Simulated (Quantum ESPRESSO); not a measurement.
The Be K edge of atom 2 in BeS (F-43m), with 4 S at 2.10 Å (tetrahedral, site symmetry -43m), was computed in 3 ways: full core hole (charged cell), half core hole and no core hole. Program and functional: Quantum ESPRESSO XSpectra, PBEsol, Lorentzian half width 0.4 eV; cells of 2 and 12 atoms (the run without a hole in the smaller).

Each run is counted from its own lowest empty level or Fermi level and scaled to a mean of 1 over its first 20 eV. (XSpectra's own axis starts at xe0, in the gap; it has been shifted.)

```csv
E (eV),run 1,run 2,run 3
-2.00,0.04,0.08,0.05
-1.25,0.05,0.13,0.08
-0.50,0.07,0.25,0.12
0.25,0.15,0.69,0.28
1.00,0.29,1.99,0.69
1.75,0.53,2.76,1.37
2.50,0.98,1.99,1.77
3.25,1.15,1.55,1.74
4.00,1.25,1.09,1.35
4.75,0.90,0.84,1.03
5.50,1.09,0.85,0.96
6.25,1.10,0.89,0.98
7.00,0.63,0.91,0.98
7.75,1.11,0.84,1.00
8.50,1.14,0.79,0.84
9.25,0.76,0.76,0.83
10.00,0.66,0.87,0.88
10.75,1.00,1.00,0.96
11.50,1.17,1.17,1.29
12.25,1.32,0.93,1.18
13.00,1.28,0.92,1.03
13.75,1.29,0.88,1.21
14.50,1.54,0.75,1.00
15.25,0.92,0.63,0.78
16.00,1.07,0.64,0.75
16.75,1.20,0.74,0.89
17.50,1.14,0.70,0.84
18.25,0.93,0.66,0.86
19.00,1.00,0.57,0.74
19.75,1.12,0.51,0.65
20.50,1.08,0.54,0.69
21.25,0.69,0.44,0.53
22.00,0.63,0.43,0.49
22.75,0.77,0.55,0.63
23.50,0.68,0.51,0.54
24.25,0.80,0.58,0.62
25.00,0.76,0.66,0.71
25.75,0.98,0.76,0.83
26.50,1.06,0.70,0.81
27.25,1.19,0.65,0.75
28.00,1.03,0.62,0.75
28.75,0.74,0.53,0.61
29.50,0.77,0.51,0.56
30.25,0.92,0.67,0.72
31.00,1.18,0.76,0.89
31.75,1.51,0.77,0.98
```

The database entry behind the starting cell differs from later determinations by our own check (0.1 to 0.3 % short, probably kX units), so it need not match the best structure at ambient conditions.

Q: Which run is which?

Run 1: no core hole (area from −2 to 6 eV 5.1, main maxima 3.7 eV (1.36), 12.1 eV (1.37), 13.3 eV (1.52) and 14.5 eV (1.55)). Run 2: full core hole (charged cell) (area from −2 to 6 eV 9.2, main maxima 1.6 eV (2.78), 6.7 eV (0.93), 11.5 eV (1.17) and 13.4 eV (0.99)). Run 3: half core hole (area from −2 to 6 eV 7.2, main maxima 2.6 eV (1.77), 7.5 eV (1.04), 11.6 eV (1.31) and 13.5 eV (1.28)). With each curve scaled to its own mean, the area from −2 to 6 eV with the hole is 9.2 against 5.1, and the centre of weight from −1 to 20 eV moves by -2.8 eV: the hole pulls the absorber's empty states down.

[Banner, clock and machine lines of the logs are left out without a mark of their own.]

[Logs are printed without paths, hosts, clocks, repeated set-up lines and the standing remarks that a program may print on its own settings, such as how far it seeks lower states.]

[Hosts, paths, dates, database ids (printed as entryN), source tags and the programs' standing remarks are cut or masked in the printed files.]

[Lists of maxima count a maximum above −3 eV only where it reaches 4 % of the highest in the window and stands out from its surroundings by 2 % of it (1.5 % where it reaches 55 %); shoulders and weaker maxima are passed over, and of the rest the first, up to two pre-edge ones and the few strongest are named.]
